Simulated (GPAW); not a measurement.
# CdS (Greenockite) (P6_3mc) in GPAW: settings compared

Aim: see how the results for CdS (Greenockite) move with the level of theory and the settings. Levels: PW91, BLYP+D3(BJ), BP86, PBEint. Tasks: relaxation of cell and atoms.

Program: GPAW 26.7.0. These are calculated values, not measurements. Logs are shortened: lines on timing, memory, paths and dates and some standing lists are left out, and cuts for length are marked. The log counts tension as positive stress, the text compression.

## Step 1: The crystal as given

Symmetry: P6_3mc, No. 186, hexagonal system. Conventional cell: a = 4.150 Å, b = 4.150 Å, c = 6.737 Å, α = 90.00°, β = 90.00°, γ = 120.00°. Around Cd (site symmetry 3m) lie 4 S at 2.53 to 2.54 Å. S (site symmetry 3m) has 4 Cd at 2.53 to 2.54 Å as nearest neighbours.

## Step 2: Relaxation of cell and atoms, PW91

Input file run.py:

```python
from ase.filters import FrechetCellFilter
from ase.io import read, write
from ase.optimize import FIRE
from gpaw import GPAW, PW, setup_paths

setup_paths.insert(0, '.')

atoms = read('CdS.cif')

calc = GPAW(mode=PW(600),
            xc='GGA_X_PW91+GGA_C_PW91',
            kpts={'size': (5, 5, 3), 'gamma': True},
            occupations={'name': 'fermi-dirac', 'width': 0.05},
            nbands=31,
            convergence={'density': 1e-06, 'energy': 1e-06, 'eigenstates': 1e-10},
            maxiter=150,
            txt='gpaw.txt')
atoms.calc = calc
opt = FIRE(FrechetCellFilter(atoms), trajectory='relax.traj', logfile='-')
done = opt.run(fmax=0.02, steps=40)
calc.write('gs.gpw')
write('result.traj', atoms)
print('Converged:', done)
print('Cell:', atoms.cell.cellpar().round(4))
print('Volume:', round(atoms.get_volume(), 4))
print(atoms.get_scaled_positions().round(5))
```

Input file CdS.cif:

```cif
data_CdS
_cell_length_a 4.15000000
_cell_length_b 4.15000000
_cell_length_c 6.73700000
_cell_angle_alpha 90.00000000
_cell_angle_beta 90.00000000
_cell_angle_gamma 120.00000000
_space_group_name_H-M_alt 'P6_3mc'
_space_group_name_Hall 'P 6c -2c'
_space_group_IT_number 186
loop_
_space_group_symop_operation_xyz
'x,y,z'
'x-y,x,z+1/2'
'-y,x-y,z'
'-x,-y,z+1/2'
'-x+y,-x,z'
'y,-x+y,z+1/2'
'y,x,z+1/2'
'x,x-y,z'
'x-y,-y,z+1/2'
'-y,-x,z'
'-x,-x+y,z+1/2'
'-x+y,y,z'
loop_
_atom_site_label
_atom_site_type_symbol
_atom_site_symmetry_multiplicity
_atom_site_Wyckoff_symbol
_atom_site_fract_x
_atom_site_fract_y
_atom_site_fract_z
_atom_site_occupancy
Cd1 Cd 2 b 0.6666666667 0.3333333333 0.5000000000 1
S1 S 2 b 0.6666666667 0.3333333333 0.8750000000 1
```

Potentials or basis: PAW data sets generated in the run's folder for this functional, pw.

Launch:

```sh
gpaw-setup -f GGA_X_PW91+GGA_C_PW91 Cd S
OMP_NUM_THREADS=1 python run.py
```

gpaw.txt:

```text
__  _  _
 | _ |_)|_||  |
 |__||  | ||/\| - 26.7.0

Input parameters:
  mode=PW(ecut=600.0),
  convergence={'density': 1e-06, 'energy': 1e-06, 'eigenstates': 1e-10},
  kpts=MonkhorstPack(size=(5, 5, 3), gamma=True),
  maxiter=150,
  nbands=31,
  occupations=Occupations(name='fermi-dirac', width=0.05),
  xc=XC(name='GGA_X_PW91+GGA_C_PW91')

Diagonalizing LCAO Hamiltonian
Converting LCAO to pw mode

            S

            Cd
        S

        Cd

Atoms  # Å, Bohr magnetons
|   | symbol |        x |        y |        z |    initial magnetic moments |
|---|--------|----------|----------|----------|-----------------------------|
| 0 |     Cd | 2.075000 | 1.198002 | 3.368500 | ( 0.0000,  0.0000,  0.0000) |
| 1 |     Cd | 0.000000 | 2.396004 | 0.000000 | ( 0.0000,  0.0000,  0.0000) |
| 2 |      S | 2.075000 | 1.198002 | 5.894875 | ( 0.0000,  0.0000,  0.0000) |
| 3 |      S | 0.000000 | 2.396004 | 2.526375 | ( 0.0000,  0.0000,  0.0000) |

Unit cell  # Å
| periodic |         x |        y |        z |  lengths |     angles |
|----------|-----------|----------|----------|----------|------------|
|      yes |  4.150000 | 0.000000 | 0.000000 | 4.150000 |  90.000000 |
|      yes | -2.075000 | 3.594005 | 0.000000 | 4.150000 |  90.000000 |
|      yes |  0.000000 | 0.000000 | 6.737000 | 6.737000 | 120.000000 |

Number of symmetries: 6
Symmetry operations  # r_c * U_cc + t_c -> r_c
|   | kind |            matrix            |
|---|------|------------------------------|
| 0 |  σ   |  1, 1, 0,  0,-1, 0,  0, 0, 1 |
| 1 |  E   |  1, 0, 0,  0, 1, 0,  0, 0, 1 |
| 2 |  C3  |  0, 1, 0, -1,-1, 0,  0, 0, 1 |
| 3 |  σ   |  0,-1, 0, -1, 0, 0,  0, 0, 1 |
| 4 |  σ   | -1, 0, 0,  1, 1, 0,  0, 0, 1 |
| 5 |  C3  | -1,-1, 0,  1, 0, 0,  0, 0, 1 |

BZ-sampling:
  Number of BZ points: 75
  Number of IBZ points: 12
[... 1619 lines left out ...]
|         12 |        -1.058 |     2.000 |
|         13 |         2.372 |     2.000 |
|         14 |         2.372 |     2.000 |
|         15 |         3.034 |     2.000 |
[... 8 lines left out ...]
|         24 |        10.557 |     0.000 |
|         25 |        10.584 |     0.000 |
|        ... |               |           |
|         30 |        14.554 |     0.000 |

Gap: 1.065 eV
Transition (v -> c):
  (s=0, k=0, n=17, [0.00, 0.00, 0.00]) -> (s=0, k=0, n=18, [0.00, 0.00, 0.00])
No difference between direct/indirect transitions

Stress tensor  # eV/Ang^3
|         x |         y |        z |
|-----------|-----------|----------|
|  0.000830 | -0.000000 | 0.000000 |
| -0.000000 |  0.000830 | 0.000000 |
|  0.000000 |  0.000000 | 0.002090 |

Forces  # eV/Ang
|        x |       y |        z |
|----------|---------|----------|
|  0.00000 | 0.00000 |  0.02315 |  # Cd   0
| -0.00000 | 0.00000 |  0.02314 |  # Cd   1
|  0.00000 | 0.00000 | -0.02438 |  # S    2
| -0.00000 | 0.00000 | -0.02436 |  # S    3

Interpolating wave functions to new cell

            S

            Cd
        S

        Cd

Atoms  # Å, Bohr magnetons
|   | symbol |        x |        y |         z |    initial magnetic moments |
|---|--------|----------|----------|-----------|-----------------------------|
| 0 |     Cd | 2.095097 | 1.209605 |  3.403091 | ( 0.0000,  0.0000,  0.0000) |
| 1 |     Cd | 0.000000 | 2.419210 | -0.007571 | ( 0.0000,  0.0000,  0.0000) |
| 2 |      S | 2.095097 | 1.209605 |  5.976168 | ( 0.0000,  0.0000,  0.0000) |
| 3 |      S | 0.000000 | 2.419210 |  2.565510 | ( 0.0000,  0.0000,  0.0000) |

Unit cell  # Å
| periodic |         x |        y |         z |  lengths |     angles |
|----------|-----------|----------|-----------|----------|------------|
|      yes |  4.190195 | 0.000000 | -0.000000 | 4.190195 |  90.000000 |
|      yes | -2.095097 | 3.628815 | -0.000000 | 4.190195 |  90.000000 |
|      yes |  0.000000 | 0.000000 |  6.821321 | 6.821321 | 120.000000 |

Number of symmetries: 6
Symmetry operations  # r_c * U_cc + t_c -> r_c
|   | kind |            matrix            |
|---|------|------------------------------|
| 0 |  σ   |  1, 1, 0,  0,-1, 0,  0, 0, 1 |
| 1 |  E   |  1, 0, 0,  0, 1, 0,  0, 0, 1 |
| 2 |  C3  |  0, 1, 0, -1,-1, 0,  0, 0, 1 |
| 3 |  σ   |  0,-1, 0, -1, 0, 0,  0, 0, 1 |
| 4 |  σ   | -1, 0, 0,  1, 1, 0,  0, 0, 1 |
| 5 |  C3  | -1,-1, 0,  1, 0, 0,  0, 0, 1 |

BZ-sampling:
  Number of BZ points: 75
  Number of IBZ points: 12
[... 165 lines left out ...]
|         12 |        -1.058 |     2.000 |
|         13 |         2.372 |     2.000 |
|         14 |         2.372 |     2.000 |
|         15 |         3.035 |     2.000 |
[... 8 lines left out ...]
|         24 |        10.558 |     0.000 |
|         25 |        10.585 |     0.000 |
|        ... |               |           |
|         30 |        14.555 |     0.000 |

Gap: 1.065 eV
Transition (v -> c):
  (s=0, k=0, n=17, [0.00, 0.00, 0.00]) -> (s=0, k=0, n=18, [0.00, 0.00, 0.00])
No difference between direct/indirect transitions

Stress tensor  # eV/Ang^3
|        x |         y |        z |
|----------|-----------|----------|
| 0.000821 | -0.000000 | 0.000000 |
| 0.000000 |  0.000821 | 0.000000 |
| 0.000000 |  0.000000 | 0.002048 |

Forces  # eV/Ang
|        x |        y |        z |
|----------|----------|----------|
| -0.00000 |  0.00000 |  0.02255 |  # Cd   0
|  0.00000 | -0.00000 |  0.02256 |  # Cd   1
|  0.00000 |  0.00000 | -0.02375 |  # S    2
|  0.00000 |  0.00000 | -0.02377 |  # S    3

Interpolating wave functions to new cell

            S

            Cd
        S
[... 197 lines left out ...]
|         12 |        -1.058 |     2.000 |
|         13 |         2.373 |     2.000 |
|         14 |         2.373 |     2.000 |
|         15 |         3.036 |     2.000 |
[... 8 lines left out ...]
|         24 |        10.560 |     0.000 |
|         25 |        10.587 |     0.000 |
|        ... |               |           |
|         30 |        14.556 |     0.000 |

Gap: 1.065 eV
Transition (v -> c):
  (s=0, k=0, n=17, [0.00, 0.00, 0.00]) -> (s=0, k=0, n=18, [0.00, 0.00, 0.00])
No difference between direct/indirect transitions

Stress tensor  # eV/Ang^3
|        x |         y |         z |
|----------|-----------|-----------|
| 0.000803 | -0.000000 |  0.000000 |
| 0.000000 |  0.000803 | -0.000000 |
| 0.000000 | -0.000000 |  0.001967 |

Forces  # eV/Ang
|        x |       y |        z |
|----------|---------|----------|
|  0.00000 | 0.00000 |  0.02135 |  # Cd   0
| -0.00000 | 0.00000 |  0.02137 |  # Cd   1
|  0.00000 | 0.00000 | -0.02254 |  # S    2
| -0.00000 | 0.00000 | -0.02257 |  # S    3

Interpolating wave functions to new cell

            S

            Cd
        S
[... 197 lines left out ...]
|         12 |        -1.058 |     2.000 |
|         13 |         2.374 |     2.000 |
|         14 |         2.374 |     2.000 |
|         15 |         3.038 |     2.000 |
[... 8 lines left out ...]
|         24 |        10.562 |     0.000 |
|         25 |        10.590 |     0.000 |
|        ... |               |           |
|         30 |        14.558 |     0.000 |

Gap: 1.065 eV
Transition (v -> c):
  (s=0, k=0, n=17, [0.00, 0.00, 0.00]) -> (s=0, k=0, n=18, [0.00, 0.00, 0.00])
No difference between direct/indirect transitions

Stress tensor  # eV/Ang^3
|        x |         y |         z |
|----------|-----------|-----------|
| 0.000775 | -0.000000 |  0.000000 |
| 0.000000 |  0.000775 | -0.000000 |
| 0.000000 | -0.000000 |  0.001846 |

Forces  # eV/Ang
|        x |        y |        z |
|----------|----------|----------|
| -0.00000 |  0.00000 |  0.01961 |  # Cd   0
|  0.00000 | -0.00000 |  0.01962 |  # Cd   1
| -0.00000 |  0.00000 | -0.02077 |  # S    2
|  0.00000 |  0.00000 | -0.02079 |  # S    3

Interpolating wave functions to new cell

            S

            Cd
        S
[... 198 lines left out ...]
|         12 |        -1.058 |     2.000 |
|         13 |         2.376 |     2.000 |
|         14 |         2.376 |     2.000 |
|         15 |         3.040 |     2.000 |
[... 8 lines left out ...]
|         24 |        10.565 |     0.000 |
|         25 |        10.594 |     0.000 |
|        ... |               |           |
|         30 |        14.561 |     0.000 |

Gap: 1.066 eV
Transition (v -> c):
  (s=0, k=0, n=17, [0.00, 0.00, 0.00]) -> (s=0, k=0, n=18, [0.00, 0.00, 0.00])
No difference between direct/indirect transitions

Stress tensor  # eV/Ang^3
|        x |         y |         z |
|----------|-----------|-----------|
| 0.000739 | -0.000000 |  0.000000 |
| 0.000000 |  0.000739 | -0.000000 |
| 0.000000 | -0.000000 |  0.001688 |

Forces  # eV/Ang
|        x |       y |        z |
|----------|---------|----------|
|  0.00000 | 0.00000 |  0.01741 |  # Cd   0
| -0.00000 | 0.00000 |  0.01741 |  # Cd   1
| -0.00000 | 0.00000 | -0.01849 |  # S    2
| -0.00000 | 0.00000 | -0.01850 |  # S    3

Interpolating wave functions to new cell

            S

            Cd
        S
[... 439 lines left out ...]
|         12 |        -1.058 |     2.000 |
|         13 |         2.380 |     2.000 |
|         14 |         2.380 |     2.000 |
|         15 |         3.046 |     2.000 |
[... 8 lines left out ...]
|         24 |        10.573 |     0.000 |
|         25 |        10.604 |     0.000 |
|        ... |               |           |
|         30 |        14.567 |     0.000 |

Gap: 1.067 eV
Transition (v -> c):
  (s=0, k=0, n=17, [0.00, 0.00, 0.00]) -> (s=0, k=0, n=18, [0.00, 0.00, 0.00])
No difference between direct/indirect transitions

Stress tensor  # eV/Ang^3
|         x |        y |         z |
|-----------|----------|-----------|
|  0.000638 | 0.000000 | -0.000000 |
|  0.000000 | 0.000638 |  0.000000 |
| -0.000000 | 0.000000 |  0.001273 |

Forces  # eV/Ang
|       x |        y |        z |
|---------|----------|----------|
| 0.00000 |  0.00000 |  0.01163 |  # Cd   0
| 0.00000 | -0.00000 |  0.01163 |  # Cd   1
| 0.00000 |  0.00000 | -0.01259 |  # S    2
| 0.00000 |  0.00000 | -0.01258 |  # S    3

Interpolating wave functions to new cell

            S

            Cd
        S

        Cd

Atoms  # Å, Bohr magnetons
|   | symbol |        x |        y |         z |    initial magnetic moments |
|---|--------|----------|----------|-----------|-----------------------------|
| 0 |     Cd | 2.094365 | 1.209182 |  3.401659 | ( 0.0000,  0.0000,  0.0000) |
| 1 |     Cd | 0.000000 | 2.418364 | -0.006163 | ( 0.0000,  0.0000,  0.0000) |
| 2 |      S | 2.094365 | 1.209182 |  5.969708 | ( 0.0000,  0.0000,  0.0000) |
| 3 |      S | 0.000000 | 2.418364 |  2.561890 | ( 0.0000,  0.0000,  0.0000) |
[... 188 lines left out ...]
|         12 |        -1.057 |     2.000 |
|         13 |         2.383 |     2.000 |
|         14 |         2.383 |     2.000 |
|         15 |         3.050 |     2.000 |
[... 8 lines left out ...]
|         24 |        10.577 |     0.000 |
|         25 |        10.610 |     0.000 |
|        ... |               |           |
|         30 |        14.572 |     0.000 |

Gap: 1.068 eV
Transition (v -> c):
  (s=0, k=0, n=17, [0.00, 0.00, 0.00]) -> (s=0, k=0, n=18, [0.00, 0.00, 0.00])
No difference between direct/indirect transitions

Stress tensor  # eV/Ang^3
|         x |         y |        z |
|-----------|-----------|----------|
|  0.000573 | -0.000000 | 0.000000 |
| -0.000000 |  0.000573 | 0.000000 |
|  0.000000 |  0.000000 | 0.001025 |

Forces  # eV/Ang
|        x |       y |        z |
|----------|---------|----------|
|  0.00000 | 0.00000 |  0.00825 |  # Cd   0
| -0.00000 | 0.00000 |  0.00825 |  # Cd   1
|  0.00000 | 0.00000 | -0.00914 |  # S    2
| -0.00000 | 0.00000 | -0.00914 |  # S    3

Interpolating wave functions to new cell

            S

            Cd
        S
[... 198 lines left out ...]
|         12 |        -1.057 |     2.000 |
|         13 |         2.386 |     2.000 |
|         14 |         2.386 |     2.000 |
|         15 |         3.055 |     2.000 |
[... 8 lines left out ...]
|         24 |        10.583 |     0.000 |
|         25 |        10.617 |     0.000 |
|        ... |               |           |
|         30 |        14.577 |     0.000 |

Gap: 1.069 eV
Transition (v -> c):
  (s=0, k=0, n=17, [0.00, 0.00, 0.00]) -> (s=0, k=0, n=18, [0.00, 0.00, 0.00])
No difference between direct/indirect transitions

Stress tensor  # eV/Ang^3
|         x |        y |        z |
|-----------|----------|----------|
|  0.000489 | 0.000000 | 0.000000 |
|  0.000000 | 0.000489 | 0.000000 |
| -0.000000 | 0.000000 | 0.000728 |

Forces  # eV/Ang
|        x |       y |        z |
|----------|---------|----------|
|  0.00000 | 0.00000 |  0.00431 |  # Cd   0
|  0.00000 | 0.00000 |  0.00431 |  # Cd   1
|  0.00000 | 0.00000 | -0.00512 |  # S    2
| -0.00000 | 0.00000 | -0.00511 |  # S    3

# Writing to gs.gpw (mode='')
```

Run time: 5.9 min. Hardware: 1 thread of Arm Neoverse V1, shared host; peak memory 0.27 GiB.

What came out:

- Free energy: -12.7617 eV
- Relaxed volume: 25.88 Å³/atom
- Relaxed cell: a = 4.188 Å, b = 4.188 Å, c = 6.814 Å, α = 90.00°, β = 90.00°, γ = 120.00°
- Space group after relaxing (to 0.05 Å): P6_3mc (No. 186)
- Energy gained by relaxing: 4.0 meV/atom
- Ionic steps: 15
- Pressure after relaxing: -0.1 GPa
- Largest force after relaxing: 0.005 eV/Å
- Band gap on the k mesh: 1.07 eV, direct

Forces in eV/Å, atoms in the order of the input:
```
Cd   0.000  0.000  0.004
Cd   0.000  0.000  0.004
S    0.000  0.000 -0.005
S    0.000  0.000 -0.005
```

Step by step:
| step | energy change (eV) | largest force (eV/Å) | pressure (GPa) | volume (Å³) |
| --- | --- | --- | --- | --- |
| 1 | 0.0000 | 0.0641 | 1.64 | 100.48 |
| 2 | -0.0022 | 0.0555 | 1.52 | 100.68 |
| 3 | -0.0059 | 0.0400 | 1.29 | 101.05 |
| 4 | -0.0100 | 0.0206 | 0.97 | 101.58 |
| 5 | -0.0136 | 0.0008 | 0.60 | 102.24 |
| 6 | -0.0155 | 0.0163 | 0.20 | 102.97 |
| 7 | -0.0156 | 0.0244 | -0.20 | 103.73 |
| 8 | -0.0157 | 0.0238 | -0.20 | 103.72 |
| 9 | -0.0157 | 0.0226 | -0.19 | 103.71 |
| 10 | -0.0157 | 0.0208 | -0.18 | 103.69 |
| 11 | -0.0158 | 0.0185 | -0.17 | 103.67 |
| 12 | -0.0158 | 0.0157 | -0.15 | 103.64 |
| 13 | -0.0158 | 0.0126 | -0.14 | 103.60 |
| 14 | -0.0159 | 0.0091 | -0.12 | 103.56 |
| 15 | -0.0159 | 0.0051 | -0.09 | 103.51 |

Final structure:
```xyz
4
Lattice="4.1883 0.0000 0.0000 -2.0941 3.6271 0.0000 0.0000 0.0000 6.8140" Properties=species:S:1:pos:R:3 pbc="T T T"
Cd    2.0941    1.2090    3.4012
Cd    0.0000    2.4181   -0.0058
S     2.0941    1.2090    5.9679
S     0.0000    2.4181    2.5609
```

Levels at points of the mesh, in eV from the valence-band top:
```
           k point  band 16  band 17  band 18  band 19  band 20  band 21
(0.00, 0.00, 0.00)    -0.04     0.00     0.00     1.07     2.69     6.42
```

Caveat: later steps reuse the first step's grids. Zero-point motion and thermal expansion aren't in these numbers.

## Step 3: Relaxation of cell and atoms, BLYP+D3(BJ)

Input file run.py:

```python
from ase import Atoms
from ase.calculators.mixing import SumCalculator
from ase.filters import FrechetCellFilter
from ase.io import write
from ase.optimize import LBFGS
from dftd3.ase import DFTD3
from gpaw import GPAW, PW, setup_paths

setup_paths.insert(0, '.')

atoms = Atoms(['Cd', 'Cd', 'S', 'S'],
              cell=[[4.15, 0.0, 0.0],
                    [-2.075, 3.5940054257, 0.0],
                    [0.0, 0.0, 6.737]],
              scaled_positions=[[0.6666666667, 0.3333333333, 0.5],
                                [0.3333333333, 0.6666666667, 0.0],
                                [0.6666666667, 0.3333333333, 0.875],
                                [0.3333333333, 0.6666666667, 0.375]],
              pbc=True)

calc = GPAW(mode=PW(600),
            xc='BLYP',
            kpts={'size': (5, 5, 3), 'gamma': True},
            occupations={'name': 'fermi-dirac', 'width': 0.05},
            nbands=31,
            convergence={'density': 1e-05, 'energy': 1e-05},
            eigensolver='davidson',
            maxiter=150,
            txt='gpaw.txt')
atoms.calc = SumCalculator([calc, DFTD3(method='blyp', damping='d3bj')])
opt = LBFGS(FrechetCellFilter(atoms), trajectory='relax.traj', logfile='-')
done = opt.run(fmax=0.05, steps=40)
calc.write('gs.gpw')
write('result.traj', atoms)
print('Converged:', done)
print('Cell:', atoms.cell.cellpar().round(4))
print('Volume:', round(atoms.get_volume(), 4))
print(atoms.get_scaled_positions().round(5))
```

Potentials or basis: PAW data sets generated in the run's folder for this functional, pw.

Launch:

```sh
gpaw-setup -f BLYP Cd S
OMP_NUM_THREADS=1 python run.py
```

Wall time 58 s (1 thread of Arm Neoverse V1, shared host); peak memory 0.23 GiB.

The run converged. Its results:

| Item | Value |
| --- | --- |
| Free energy | -13.1676 eV |
| Relaxed volume | 25.16 Å³/atom |
| Relaxed cell | a = 4.149 Å, b = 4.149 Å, c = 6.751 Å, α = 90.00°, β = 90.00°, γ = 120.00° |
| Space group after relaxing (to 0.05 Å) | P6_3mc (No. 186) |
| Energy gained by relaxing | 0.3 meV/atom |
| Ionic steps | 3 |
| Pressure after relaxing | 0.1 GPa |
| Largest force after relaxing | 0.008 eV/Å |
| Band gap on the k mesh | 1.11 eV, direct |
| Dispersion energy per atom | -0.662 eV |

Forces in eV/Å, atoms in the order of the input:
```
Cd   0.000  0.000  0.008
Cd   0.000  0.000  0.007
S    0.000  0.000 -0.007
S    0.000  0.000 -0.007
```

Stress tensor (GPa, compression positive):
```
0.01 0.00 0.00
0.00 0.01 0.00
0.00 0.00 0.16
```

The path:
```
step  energy change (eV)  largest force (eV/Å)  pressure (GPa)  volume (Å³)
   1              0.0000                0.0589            0.15       100.48
   2             -0.0003                0.0462            0.14       100.51
   3             -0.0011                0.0076            0.06       100.63
```

Final structure:
```yaml
crystal:
  lattice:
    - [4.14865, 0.00000, 0.00000]
    - [-2.07433, 3.59284, 0.00000]
    - [0.00000, 0.00000, 6.75145]
  atoms:
    - { symbol: Cd, position: [0.66667, 0.33333, 0.49934] }
    - { symbol: Cd, position: [0.33333, 0.66667, 0.99935] }
    - { symbol: S, position: [0.66667, 0.33333, 0.87566] }
    - { symbol: S, position: [0.33333, 0.66667, 0.37566] }
```

Levels at points of the mesh, in eV from the valence-band top:
```csv
k point,band 15,band 16,band 17,band 18,band 19,band 20,band 21,band 22
"(0.00, 0.00, 0.00)",-0.74,-0.05,0.00,0.00,1.11,2.72,6.43,6.43
```

Caveat: later steps reuse the first step's grids. As with any semilocal functional, this BLYP gap is likely too small.

[end of part 1 of 2]
